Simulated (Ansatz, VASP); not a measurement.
## CaSe: VASP beside Ansatz

```
Se Ca
1.0
     0.00000    2.95600    2.95600
     2.95600    0.00000    2.95600
     2.95600    2.95600    0.00000
Se Ca
1 1
Direct
  0.50000 0.50000 0.50000
  0.00000 0.00000 0.00000
```

Alike in both runs: task single point; functional PBEsol; k mesh 8 × 8 × 8; occupations fermi-dirac, width 0.05 eV; no spin polarisation.

```csv
,VASP,Ansatz
version,VASP 6.6.1,Ansatz 0.2.0
potentials or method,"VASP PAW PBE potentials, release 64 (Se, Ca_sv)",Ansatz PAW
plane-wave cutoff (eV),520,420
valence electrons in the cell,16,26
```

```tsv
	VASP	Ansatz	Ansatz less VASP
gap on the k mesh at the Fermi level (eV)	1.92	1.94	+0.013
least direct gap on the mesh (eV)	2.87	2.88	+0.011
pressure (GPa)	-0.9	-1.1	-0.19
```

With one functional, cell and mesh, what is left measures potentials, basis and numerics. The two sets of potentials don't hold the same shells in valence.

Caveats: the PAW data sets were made with another functional, which shifts forces and pressure a little (VASP); the PAW data sets come from PBE, with cores solved anew for the run's functional, which leaves a small shift of forces and pressure (Ansatz). Expect the measured gap to be larger: semilocal functionals such as PBEsol lack the derivative discontinuity. A k mesh can miss the band edges.
